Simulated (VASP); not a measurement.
# Al (Fm-3m) in VASP: notebook

The runs below take Al through single point, with PBE.

Everything below comes from runs of VASP 6.6.1. Logs are shortened: lines on timing, memory, paths and dates and some standing lists are left out, and cuts for length are marked.

### 1 The structure

The structure is cubic, space group Fm-3m (No. 225). Conventional cell: a = 4.050 Å, b = 4.050 Å, c = 4.050 Å, α = 90.00°, β = 90.00°, γ = 90.00°. Al (site symmetry m-3m) has 12 Al at 2.86 Å as nearest neighbours.

### 2 Single point, PBE

File INCAR:

```
SYSTEM = Al
PREC = Accurate
ENCUT = 500
EDIFF = 1E-7
ISMEAR = -1
SIGMA = 0.15
LREAL = Auto
LASPH = .True.
NELM = 100
ALGO = Normal
ISIF = 2
LWAVE = .False.
LCHARG = .False.
GGA = PE
NBANDS = 8
ADDGRID = .False.
```

File KPOINTS:

```
regular mesh
0
Gamma
  15 15 15
  0 0 0
```

File POSCAR:

```
Al
1.0
    0.0000000000      2.0248050000      2.0248050000
    2.0248050000      0.0000000000      2.0248050000
    2.0248050000      2.0248050000      0.0000000000
Al
1
Direct
    0.0000000000      0.0000000000      0.0000000000
```

Potentials or basis: VASP PAW PBE potentials, release 64 (Al).

Run with:

```sh
cat potpaw_PBE.64/Al/POTCAR > POTCAR
mpirun -np 1 vasp_std > vasp.out
```

OUTCAR:

```text
SYSTEM = Al
   PREC = Accurate
   ENCUT = 500
   EDIFF = 1E-7
   ISMEAR = -1
   LREAL = Auto
   LASPH = .True.
   NELM = 100
   ISIF = 2
   GGA = PE

 Found    120 irreducible k-points:

 Following reciprocal coordinates:
            Coordinates               Weight
  0.000000  0.000000  0.000000      1.000000
  0.066667  0.000000  0.000000      8.000000
  0.133333  0.000000  0.000000      8.000000
  0.200000  0.000000  0.000000      8.000000
  0.266667  0.000000  0.000000      8.000000
  0.333333  0.000000  0.000000      8.000000
   k-points           NKPTS =    120   k-points in BZ     NKDIM =    120   number of bands    NBANDS=      8
   number of dos      NEDOS =    301   number of ions     NIONS =      1
   total plane-waves  NPLWV =  13824
   dimension x,y,z NGX =    24 NGY =   24 NGZ =   24
   dimension x,y,z NGXF=    48 NGYF=   48 NGZF=   48
   ions per type =               1
   NGX,Y,Z   is equivalent  to a cutoff of  13.93, 13.93, 13.93 a.u.
   NGXF,Y,Z  is equivalent  to a cutoff of  27.87, 27.87, 27.87 a.u.
 SYSTEM =  Al
   PREC   = accura    normal or accurate (medium, high low for compatibility)
   ISTART =      0    job   : 0-new  1-cont  2-samecut
   ICHARG =      2    charge: 1-file 2-atom 10-const
   ISPIN  =      1    spin polarized calculation?
   LNONCOLLINEAR =      F non collinear calculations
   LSORBIT =      F    spin-orbit coupling
   LASPH  =      T    aspherical Exc in radial PAW
   ENCUT  =  500.0 eV  36.75 Ry    6.06 a.u.   5.22  5.22  5.22*2*pi/ulx,y,z
   NELM   =    100;   NELMIN=  2; NELMDL= -5     # of ELM steps
   EDIFF  = 0.1E-06   stopping-criterion for ELM
   LREAL  =      T    real-space projection
   EDIFFG = 0.1E-05   stopping-criterion for IOM
   NSW    =      0    number of steps for IOM
   IBRION =     -1    ionic relax: 0-MD 1-quasi-New 2-CG
   NFREE  =      0    steps in history (QN), initial steepest desc. (CG)
   ISIF   =      2    stress and relaxation
   ISYM   =      2    0-nonsym 1-usesym 2-fastsym
   POTIM  = 0.5000    time-step for ionic-motion
   TEBEG  =    0.0;   TEEND  =   0.0 temperature during run
   PSTRESS=    0.0 pullay stress
   NELECT =       3.0000    total number of electrons
   NUPDOWN=      -1.0000    fix difference up-down
   EMIN   =  10.00;   EMAX   =-10.00  energy-range for DOS
   EFERMI =   0.00;   METHOD = LEGACY
   ISMEAR =    -1;   SIGMA  =   0.15  broadening in eV -4-tet -1-fermi 0-gaus
   EFERMI_NEDOS =   21; number of points for ismear=-14 and -15
   IALGO  =     38    algorithm
   IMIX   =      4    mixing-type and parameters
     AMIX     =   0.40;   BMIX     =  1.00
     AMIX_MAG =   1.60;   BMIX_MAG =  1.00
  volume/ion in A,a.u.               =      16.60       112.04
  Fermi-wavevector in a.u.,A,eV,Ry     =   0.925526  1.748991 11.654733  0.856599
  Thomas-Fermi vector in A             =   2.051390
   LORBIT       =      0    0 simple, 1 ext, 2 COOP (PROOUT), +10 PAW based schemes
   GGA     = PE    functional components
   LHFCALC =     F    Hartree Fock is set to
   AEXX    =    0.0000 exact exchange contribution
   IVDW    =     0    specifies the selected vdW correction
   LEPSILON=     F    determine dielectric tensor
   LRPA    =     F    only Hartree local field effects (RPA)
 non-spin polarized calculation
  energy-cutoff  :      500.00
  volume of cell :       16.60
 maximum number of plane-waves:       440
 NGX is ok and might be reduce to    24
   NGX = 11   NGY = 11   NGZ = 11

 number of electron       3.0000000 magnetization

 Free energy of the ion-electron system (eV)
  ---------------------------------------------------
  ext. energy  EPLUGINS =         0.00000000
  ---------------------------------------------------
  free energy    TOTEN  =        -3.76074887 eV

  energy without entropy =       -3.73099371  energy(sigma->0) =       -3.74587129

 E-fermi :   7.9922     XC(G=0): -10.1743

 val. band max:        7.7914022865   @ k =  -0.3333   0.0667   0.0000
 cond. band min:       8.0143682702   @ k =  -0.4000   0.4000   0.0000
 fundamental gap:      0.2229659837
 Fermi energy:         7.9922130698

 k-point     1 :       0.0000    0.0000    0.0000
  band No.  band energies     occupation
      1      -3.1564      2.00000
      2      20.5202      0.00000
      3      20.5202      0.00000
      4      20.5202      0.00000
      5      21.9651      0.00000
      6      21.9651      0.00000
      7      21.9651      0.00000
      8      24.3560      0.00000

 k-point     2 :       0.0667    0.0000    0.0000
  band No.  band energies     occupation
      1      -3.0361      2.00000
      2      18.5667      0.00000
      3      20.0998      0.00000
      4      20.0998      0.00000
      5      22.5713      0.00000
      6      22.5713      0.00000
      7      22.6062      0.00000
      8      25.5835      0.00000

 k-point     3 :       0.1333    0.0000    0.0000
  band No.  band energies     occupation
      1      -2.6757      2.00000
      2      15.8850      0.00000
      3      19.4956      0.00000
      4      19.4956      0.00000
      5      22.5657      0.00000
      6      23.6391      0.00000
      7      23.6391      0.00000
      8      25.4060      0.00000

 k-point     4 :       0.2000    0.0000    0.0000
  band No.  band energies     occupation
      1      -2.0772      2.00000
      2      13.2495      0.00000
      3      19.0283      0.00000
      4      19.0283      0.00000
      5      22.3546      0.00000
      6      23.5146      0.00000
      7      23.5146      0.00000
      8      25.5998      0.00000

 k-point     5 :       0.2667    0.0000    0.0000
  band No.  band energies     occupation
      1      -1.2433      2.00000
      2      10.7530      0.00000
      3      18.7456      0.00000
      4      18.7456      0.00000
      5      22.2069      0.00000
      6      22.3383      0.00000
      7      22.3383      0.00000
      8      26.3266      0.00000

 k-point     6 :       0.3333    0.0000    0.0000
  band No.  band energies     occupation
      1      -0.1783      2.00000
      2       8.4287      0.10332
      3      18.6588      0.00000
      4      18.6588      0.00000
      5      21.2447      0.00000
      6      21.2447      0.00000
      7      22.2090      0.00000
      8      25.2003      0.00000

 [... further k-points ...]

------------------------ aborting loop because EDIFF is reached ----------------------------------------

  FORCE on cell =-STRESS in cart. coord.  units (eV):
  Direction    XX          YY          ZZ          XY          YZ          ZX
  --------------------------------------------------------------------------------------
  -------------------------------------------------------------------------------------
  Total       -0.0564715     -0.0564715     -0.0564715      0.0000000      0.0000000      0.0000000
  in kB       -5.4495490     -5.4495490     -5.4495490      0.0000000      0.0000000      0.0000000
  external PRESSURE =      -5.4495490 kB  Pullay stress =       0.0000000 kB

 VOLUME and BASIS-vectors are now :
 -----------------------------------------------------------------------------
  energy-cutoff  :      500.00
  volume of cell :       16.60
      direct lattice vectors                 reciprocal lattice vectors
     0.000000000  2.024805000  2.024805000    -0.246937359  0.246937359  0.246937359
     2.024805000  0.000000000  2.024805000     0.246937359 -0.246937359  0.246937359
     2.024805000  2.024805000  0.000000000     0.246937359  0.246937359 -0.246937359

 POSITION                                       TOTAL-FORCE (eV/Angst)
 -----------------------------------------------------------------------------------
      0.00000      0.00000      0.00000         0.000000      0.000000      0.000000
 -----------------------------------------------------------------------------------
    total drift:                               -0.000000      0.000000      0.000000

  FREE ENERGIE OF THE ION-ELECTRON SYSTEM (eV)
  ---------------------------------------------------
  free  energy   TOTEN  =        -3.7607488748 eV

  energy  without entropy=       -3.7309937098  energy(sigma->0) =       -3.74587129
```

stdout:

```text
POSCAR found type information on POSCAR Al
 POSCAR found :  1 types and       1 ions
 scaLAPACK will be used
 -----------------------------------------------------------------------------
|                                                                             |
|                                                                             |
|     You have a (more or less) 'small supercell' and for smaller cells       |
|     it is recommended to use the reciprocal-space projection scheme!        |
|     The real-space optimization is not efficient for small cells and it     |
|     is also less accurate ...                                               |
|     Therefore, set LREAL=.FALSE. in the INCAR file.                         |
|                                                                             |
 -----------------------------------------------------------------------------

 LDA part: xc-table for (Slater+PW92), standard interpolation
 POSCAR, INCAR and KPOINTS ok, starting setup
 FFT: planning ... GRIDC
 FFT: planning ... GRID_SOFT
 FFT: planning ... GRID
 WAVECAR not read
 entering main loop
```

Wall time 9.5 s (1 thread of Intel Xeon 6975P-C (Granite Rapids), shared host); peak memory 0.13 GiB.

These settings aren't checked as converged: the numbers below hold their error.

What came out:

- Free energy: -3.7607 eV
- Pressure: -0.5 GPa
- Band gap on the k mesh: none (metal or under the smearing width)

### 3 Single point, PBE

INCAR is that of step 2.

KPOINTS is that of step 2.

File POSCAR:

```
Al
1.0
   -0.0142710000      2.0302060000      1.9470980000
    2.0319350000     -0.0386130000      1.9714400000
    2.0296090000      2.0522230000     -0.0362870000
Al
1
Direct
    0.0259050000     -0.0062880000     -0.0081470000
```

Potentials or basis: VASP PAW PBE potentials, release 64 (Al).

Run with:

```sh
cat potpaw_PBE.64/Al/POTCAR > POTCAR
mpirun -np 1 vasp_std > vasp.out
```

Wall time 1.9 min (1 thread of Intel Xeon 6975P-C (Granite Rapids), shared host); peak memory 0.24 GiB.

These settings aren't checked as converged: the numbers below hold their error.

What came out:

```
Free energy            : -3.7562 eV
Pressure               : -0.3 GPa
Band gap on the k mesh : none (metal or under the smearing width)
```

### 4 Single point, PBE

Edit INCAR of step 3 so:

```diff
@@ -3,6 +3,6 @@
 ENCUT = 500
-EDIFF = 1E-7
+EDIFF = 1E-5
 ISMEAR = -1
 SIGMA = 0.15
-LREAL = Auto
+LREAL = .False.
 LASPH = .True.
```

KPOINTS is that of step 3.

File POSCAR:

```
Al
1.0
    0.0000000000      2.0248050000      2.0248050000
    2.0248050000      0.0000000000      2.0248050000
    2.0248050000      2.0248050000      0.0000000000
Al
1
Direct
    0.0000000000      0.0000000000      0.0000000000
```

Run with:

```sh
cat potpaw_PBE.64/Al/POTCAR > POTCAR
mpirun -np 1 vasp_std > vasp.out
```

Wall time 4.2 s (1 thread of Intel Xeon 6975P-C (Granite Rapids), shared host); peak memory 0.13 GiB.

These settings aren't checked as converged: the numbers below hold their error.

What came out:

```yaml
Free_energy: -3.7605 eV
Pressure: -0.5 GPa
Band_gap_on_the_k_mesh: none (metal or under the smearing width)
```

### 5 For comparison

An earlier run on the cell as given: functional PBE; potentials or basis VASP PAW PBE potentials, release 64 (Al); cutoff 520 eV; k mesh 11 × 11 × 11; occupations fermi-dirac, width 0.05 eV; no spin polarisation.

* Pressure: -0.5 GPa
* Band gap on the k mesh: none (metal or under the smearing width)
